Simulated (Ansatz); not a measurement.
# Energy, volume and coordination in Hf4C

Computed with Ansatz, DFT PBE, scalar-relativistic, plane waves, PAW. All cells share a 420 eV cutoff and Γ-centred k meshes spaced about 0.3 Å⁻¹ or finer (0.25 for metals, 2π included). No spin polarisation.

All energies are static (0 K, no zero-point motion). Rows are sorted by volume; energies count from the lowest form computed. Coordination counts Hf atoms around C (those within 1.25 times the shortest such distance or 1.15 times the sum of covalent radii).

```csv
row,form,source,atoms,coordination,V (Å³/atom),gap on mesh (eV),ΔE (meV/atom)
1,P4/mmm,invented,5,C 6,18.8,0,76
2,P-3m1,invented,5,C 6,18.9,0,0
3,R-3m,invented,5,C 6,19.1,0,31
4,R-3m,invented,5,C 6,19.1,0,17
5,P2/m,invented,5,C 6,19.2,0,59
6,I4/mmm,invented,5,C 6,19.3,0,?
```

The cell of row 6:

```cif
data_structure
_symmetry_space_group_name_H-M 'I4/mmm'
_symmetry_Int_Tables_number 139
_cell_length_a 4.5597
_cell_length_b 4.5597
_cell_length_c 9.2657
_cell_angle_alpha 90.000
_cell_angle_beta 90.000
_cell_angle_gamma 90.000
_cell_volume 192.64
loop_
_atom_site_label
_atom_site_type_symbol
_atom_site_symmetry_multiplicity
_atom_site_Wyckoff_symbol
_atom_site_fract_x
_atom_site_fract_y
_atom_site_fract_z
_atom_site_occupancy
Hf1 Hf 4 e 0.50000 0.50000 0.25998 1
Hf2 Hf 4 c 0.00000 0.50000 0.00000 1
C1 C 2 a 0.00000 0.00000 0.00000 1
```

Q: Estimate the missing energy, and say where the row ranks.

A: 81 meV/atom, which puts it above row 1, the highest in the table. Counting Hf atoms around C, row 6 and the lowest form (row 2) both have C 6.

An observed structure of this formula, if there is one, may be missing.

The k mesh leaves some 4 meV/atom of noise in the energy of each metallic cell. These runs have no spin–orbit coupling, which can matter for Hf. Cells relaxed within their symmetry can be saddle points. Some candidate types were left out of the draw beforehand, so a known form may be missing.
